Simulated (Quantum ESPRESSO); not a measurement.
# AlRu (Pm-3m) in Quantum ESPRESSO: single point with PBEsol

Aim: the single point of AlRu with PBEsol.

All numbers are computed with Quantum ESPRESSO 7.5; they aren't measurements. Logs are shortened: lines on timing, memory, paths and dates and some standing lists are left out, and cuts for length are marked.

### Step 1. The crystal as given

Symmetry: Pm-3m, No. 221, cubic system. The conventional cell has a = 2.992 Å, b = 2.992 Å, c = 2.992 Å, α = 90.00°, β = 90.00°, γ = 90.00°. Ru (site symmetry m-3m) is surrounded by 8 Al at 2.59 Å. Al (site symmetry m-3m) is surrounded by 8 Ru at 2.59 Å.

### Step 2. Single point, PBEsol

Input file run.py:

```python
import numpy as np
from ase.calculators.espresso import Espresso, EspressoProfile
from ase.io import read

atoms = read('POSCAR')

input_data = {
    'control': {'calculation': 'scf', 'prefix': 'pwscf', 'outdir': './tmp', 'tprnfor': True, 'tstress': True, 'disk_io': 'nowf'},
    'system': {'ecutwfc': 45.0, 'ecutrho': 360.0, 'nbnd': 16, 'occupations': 'smearing', 'smearing': 'fd', 'degauss': 0.00367493},
    'electrons': {'conv_thr': 4e-10, 'electron_maxstep': 120, 'mixing_beta': 0.5},
}
pseudopotentials = {'Al': 'al_pbesol_v1.uspp.F.UPF', 'Ru': 'ru_pbesol_v1.2.uspp.F.UPF'}
profile = EspressoProfile(command='mpirun -n 2 pw.x -nk 2', pseudo_dir='pseudo')
dft = Espresso(profile=profile, input_data=input_data, pseudopotentials=pseudopotentials, kpts=(9, 9, 9), koffset=(0, 0, 0))
atoms.calc = dft

print(f'energy {atoms.get_potential_energy():.8f} eV')
print('forces (eV/A)')
print(np.round(atoms.get_forces(), 6))
print('stress (eV/A^3, Voigt)')
print(np.round(atoms.get_stress(), 8))
print(f'Fermi level {dft.get_fermi_level():.4f} eV')
```

Input file POSCAR:

```
AlRu
1.0
    2.9916000000      0.0000000000      0.0000000000
    0.0000000000      2.9916000000      0.0000000000
    0.0000000000      0.0000000000      2.9916000000
Ru Al
1 1
Direct
    0.5000000000      0.5000000000      0.5000000000
    0.0000000000      0.0000000000      0.0000000000
```

Potentials or basis: GBRV 1.5 PBEsol.

Launch:

```console
> OMP_NUM_THREADS=1 python run.py
```

What it wrote:

```text
energy -2734.77668684 eV
forces (eV/A)
[[0. 0. 0.]
 [0. 0. 0.]]
stress (eV/A^3, Voigt)
[ 0.02153998  0.02153998  0.02153998 -0.         -0.         -0.        ]
Fermi level 16.0064 eV
```

espresso.pwi:

```text
&CONTROL
   calculation      = 'scf'
   tstress          = .true.
   tprnfor          = .true.
   outdir           = './tmp'
   prefix           = 'pwscf'
   disk_io          = 'nowf'
   pseudo_dir       = 'pseudo'
/
&SYSTEM
   nbnd             = 16
   ecutwfc          = 45.0
   ecutrho          = 360.0
   occupations      = 'smearing'
   degauss          = 0.00367493
   smearing         = 'fd'
   ntyp             = 2
   nat              = 2
   ibrav            = 0
/
&ELECTRONS
   electron_maxstep = 120
   conv_thr         = 4e-10
   mixing_beta      = 0.5
/
&IONS
/
&CELL
/
&FCP
/
&RISM
/
ATOMIC_SPECIES
Ru 101.07 ru_pbesol_v1.2.uspp.F.UPF
Al 26.9815385 al_pbesol_v1.uspp.F.UPF

K_POINTS automatic
9 9 9  0 0 0

CELL_PARAMETERS angstrom
2.99160000000000 0.00000000000000 0.00000000000000
0.00000000000000 2.99160000000000 0.00000000000000
0.00000000000000 0.00000000000000 2.99160000000000

ATOMIC_POSITIONS angstrom
Ru 1.4958000000 1.4958000000 1.4958000000  
Al 0.0000000000 0.0000000000 0.0000000000
```

espresso.pwo:

```text
This program is part of the open-source Quantum ESPRESSO suite
     for quantum simulation of materials; please cite
         "P. Giannozzi et al., J. Phys.:Condens. Matter 21 395502 (2009);
         "P. Giannozzi et al., J. Phys.:Condens. Matter 29 465901 (2017);
         "P. Giannozzi et al., J. Chem. Phys. 152 154105 (2020);
     in publications or presentations arising from this work. More details at

Warning: card &CELL ignored
Warning: card &FCP ignored
Warning: card &RISM ignored

     Message from routine setup:
[... 7 lines left out ...]
     --------------------
     sticks:   dense  smooth     PW     G-vecs:    dense   smooth      PW
     Sum         917     457    145                20815     7249    1357

     Using Slab Decomposition

     bravais-lattice index     =            0
     lattice parameter (alat)  =       5.6533  a.u.
     unit-cell volume          =     180.6788 (a.u.)^3
     number of atoms/cell      =            2
     number of atomic types    =            2
     number of electrons       =        19.00
     number of Kohn-Sham states=           16
     kinetic-energy cutoff     =      45.0000  Ry
     charge density cutoff     =     360.0000  Ry
     scf convergence threshold =      4.0E-10
     mixing beta               =       0.5000
     number of iterations used =            8  plain     mixing
     Exchange-correlation= SLA  PW   PSX  PSC
                           (   1   4  10   8   0   0   0)

     celldm(1)=   5.653305  celldm(2)=   0.000000  celldm(3)=   0.000000
     celldm(4)=   0.000000  celldm(5)=   0.000000  celldm(6)=   0.000000

     crystal axes: (cart. coord. in units of alat)
               a(1) = (   1.000000   0.000000   0.000000 )
               a(2) = (   0.000000   1.000000   0.000000 )
               a(3) = (   0.000000   0.000000   1.000000 )

     reciprocal axes: (cart. coord. in units 2 pi/alat)
               b(1) = (  1.000000  0.000000  0.000000 )
               b(2) = (  0.000000  1.000000  0.000000 )
               b(3) = (  0.000000  0.000000  1.000000 )

     PseudoPot. # 1 for Ru read from file:
     ru_pbesol_v1.2.uspp.F.UPF
     Pseudo is Ultrasoft + core correction, Zval = 16.0
     Generated by new atomic code, or converted to UPF format
     Using radial grid of  967 points,  6 beta functions with:
                l(1) =   0
                l(2) =   0
                l(3) =   1
                l(4) =   1
                l(5) =   2
                l(6) =   2
     Q(r) pseudized with  8 coefficients,  rinner =    1.300   1.300   1.300
                                                       1.300   1.300

     PseudoPot. # 2 for Al read from file:
     al_pbesol_v1.uspp.F.UPF
     Pseudo is Ultrasoft + core correction, Zval =  3.0
     Generated by new atomic code, or converted to UPF format
     Using radial grid of  893 points,  3 beta functions with:
                l(1) =   0
                l(2) =   1
                l(3) =   2
     Q(r) pseudized with  8 coefficients,  rinner =    0.900   0.900   0.900
                                                       0.900   0.900

     atomic species   valence    mass     pseudopotential
     Ru               16.00   101.07000     Ru( 1.00)
     Al                3.00    26.98154     Al( 1.00)

     48 Sym. Ops., with inversion, found

   Cartesian axes

     site n.     atom                  positions (alat units)
         1        Ru     tau(   1) = (   0.5000000   0.5000000   0.5000000  )
         2        Al     tau(   2) = (   0.0000000   0.0000000   0.0000000  )

     number of k points=    35  Fermi-Dirac smearing, width (Ry)=  0.0037
                       cart. coord. in units 2pi/alat
        k(    1) = (   0.0000000   0.0000000   0.0000000), wk =   0.0027435
        k(    2) = (   0.0000000   0.0000000   0.1111111), wk =   0.0164609
        k(    3) = (   0.0000000   0.0000000   0.2222222), wk =   0.0164609
        k(    4) = (   0.0000000   0.0000000   0.3333333), wk =   0.0164609
        k(    5) = (   0.0000000   0.0000000   0.4444444), wk =   0.0164609
        k(    6) = (   0.0000000   0.1111111   0.1111111), wk =   0.0329218
[... 27 lines left out ...]
        k(   34) = (   0.3333333   0.4444444   0.4444444), wk =   0.0658436
        k(   35) = (   0.4444444   0.4444444   0.4444444), wk =   0.0219479

     Dense  grid:    20815 G-vectors     FFT dimensions: (  36,  36,  36)

     Smooth grid:     7249 G-vectors     FFT dimensions: (  25,  25,  25)

     Initial potential from superposition of free atoms

     starting charge      17.9976, renormalised to      19.0000

     negative rho (up, down):  7.177E-02 0.000E+00
     Starting wfcs are   17 randomized atomic wfcs

     Self-consistent Calculation

     iteration #  1     ecut=    45.00 Ry     beta= 0.50
     Davidson diagonalization with overlap
     ethr =  1.00E-02,  avg # of iterations =  4.5

     negative rho (up, down):  7.101E-02 0.000E+00

     total energy              =    -200.03082837 Ry
     estimated scf accuracy    <       2.32831265 Ry

     iteration #  2     ecut=    45.00 Ry     beta= 0.50
     Davidson diagonalization with overlap
     ethr =  1.00E-02,  avg # of iterations =  2.0

     negative rho (up, down):  7.043E-02 0.000E+00

     total energy              =    -200.61953025 Ry
     estimated scf accuracy    <       2.13240600 Ry

     iteration #  3     ecut=    45.00 Ry     beta= 0.50
     Davidson diagonalization with overlap
     ethr =  1.00E-02,  avg # of iterations =  1.4

     negative rho (up, down):  6.936E-02 0.000E+00

     total energy              =    -200.99670176 Ry
     estimated scf accuracy    <       0.01528544 Ry

     iteration #  4     ecut=    45.00 Ry     beta= 0.50
     Davidson diagonalization with overlap
     ethr =  8.04E-05,  avg # of iterations =  2.5
[... 55 lines left out ...]
     negative rho (up, down):  6.988E-02 0.000E+00

     total energy              =    -201.00239667 Ry
     estimated scf accuracy    <          3.2E-09 Ry

     iteration # 11     ecut=    45.00 Ry     beta= 0.50
     Davidson diagonalization with overlap
     ethr =  1.68E-11,  avg # of iterations =  2.0

     negative rho (up, down):  6.988E-02 0.000E+00

     total energy              =    -201.00239667 Ry
     estimated scf accuracy    <          7.2E-10 Ry

     iteration # 12     ecut=    45.00 Ry     beta= 0.50
     Davidson diagonalization with overlap
     ethr =  3.78E-12,  avg # of iterations =  1.5

     negative rho (up, down):  6.988E-02 0.000E+00

     End of self-consistent calculation

          k = 0.0000 0.0000 0.0000 (   925 PWs)   bands (ev):

   -55.6946 -25.6584 -25.6584 -25.6584   6.3755  12.4972  12.4972  16.2555
    16.2555  16.2555  22.1129  22.1129  22.1129  27.0911  27.0911  30.8669

          k = 0.0000 0.0000 0.1111 (   916 PWs)   bands (ev):

   -55.6928 -25.6833 -25.6562 -25.6562   6.6113  12.5719  12.5781  15.9710
    15.9710  16.2836  21.0936  22.5768  22.5768  26.5779  27.8429  31.6294

          k = 0.0000 0.0000 0.2222 (   920 PWs)   bands (ev):

   -55.6881 -25.7460 -25.6507 -25.6507   7.2933  12.6264  12.7941  15.3707
    15.3707  16.3557  19.4793  23.7176  23.7176  25.4439  28.6708  32.9516

          k = 0.0000 0.0000 0.3333 (   912 PWs)   bands (ev):

   -55.6828 -25.8167 -25.6445 -25.6445   8.3499  12.1998  13.0630  14.8161
    14.8161  16.4396  18.5260  24.3257  25.1782  25.1782  29.0800  30.9271

          k = 0.0000 0.0000 0.4444 (   912 PWs)   bands (ev):

   -55.6793 -25.8625 -25.6404 -25.6404   9.6574  11.1072  13.2550  14.5012
    14.5012  16.4956  18.3457  23.6529  26.6831  26.6831  29.1368  29.1371

          k = 0.0000 0.1111 0.1111 (   921 PWs)   bands (ev):

   -55.6910 -25.6819 -25.6801 -25.6540   6.8428  12.6456  12.6695  15.6598
    15.9304  16.0835  21.3246  21.6912  23.0269  26.7212  28.2484  32.2069
[... 126 lines left out ...]
          k = 0.3333 0.3333 0.3333 (   931 PWs)   bands (ev):

   -55.6597 -25.7838 -25.7795 -25.7795  10.5438  12.3652  12.3652  15.5751
    15.5751  15.7839  21.1833  21.3415  21.3415  25.8639  26.5080  26.5080

          k = 0.3333 0.3333 0.4444 (   940 PWs)   bands (ev):

   -55.6563 -25.8244 -25.7772 -25.7745  10.8389  12.0498  12.1373  15.6542
    15.8372  17.4293  19.4689  20.7330  22.6646  24.8595  25.3950  27.0921

          k = 0.3333 0.4444 0.4444 (   925 PWs)   bands (ev):

   -55.6530 -25.8192 -25.8187 -25.7708  10.9836  11.8559  11.9029  15.8356
    17.1501  18.1861  19.5492  19.8426  21.5620  24.6475  25.9795  26.0682

          k = 0.4444 0.4444 0.4444 (   934 PWs)   bands (ev):

   -55.6496 -25.8141 -25.8135 -25.8135  11.3094  11.5368  11.5368  17.2544
    17.2544  18.9387  19.2162  20.5515  20.5515  24.8006  24.8006  25.1504

     the Fermi energy is    16.0064 ev

!    total energy              =    -201.00239667 Ry
     estimated scf accuracy    <          5.4E-13 Ry
     smearing contrib. (-TS)   =      -0.00109955 Ry
     internal energy E=F+TS    =    -201.00129711 Ry

     The total energy is F=E-TS. E is the sum of the following terms:
     one-electron contribution =     -69.34670674 Ry
     hartree contribution      =      45.17266051 Ry
     xc contribution           =     -30.21040765 Ry
     ewald contribution        =    -146.61684323 Ry

     convergence has been achieved in  12 iterations

     negative rho (up, down):  6.988E-02 0.000E+00

     Forces acting on atoms (cartesian axes, Ry/au):

     atom    1 type  1   force =     0.00000000    0.00000000    0.00000000
     atom    2 type  2   force =     0.00000000    0.00000000    0.00000000

     Total force =     0.000000     Total SCF correction =     0.000000

     Computing stress (Cartesian axis) and pressure

     negative rho (up, down):  6.988E-02 0.000E+00
          total   stress  (Ry/bohr**3)                   (kbar)     P=      -34.51
  -0.00023460   0.00000000   0.00000000          -34.51        0.00        0.00
   0.00000000  -0.00023460   0.00000000            0.00      -34.51        0.00
   0.00000000   0.00000000  -0.00023460            0.00        0.00      -34.51

=------------------------------------------------------------------------------=
   JOB DONE.
=------------------------------------------------------------------------------=
```

It took 6.3 s on 2 MPI ranks of Arm Neoverse V1, shared host; peak memory 0.16 GiB.

What came out:

```yaml
Free_energy: -2734.7769 eV
Pressure: -3.5 GPa
Band_gap_on_the_k_mesh: none (metal or under the smearing width)
```

### Step 3. For comparison

An earlier run on the cell as given: functional PBEsol; potentials or basis GBRV 1.5 PBEsol; cutoff 612 eV; density cutoff 4898 eV; k mesh 9 × 9 × 9; occupations fermi-dirac, width 0.05 eV; no spin polarisation.

- Pressure: -3.5 GPa
- Band gap on the k mesh: none (metal or under the smearing width)
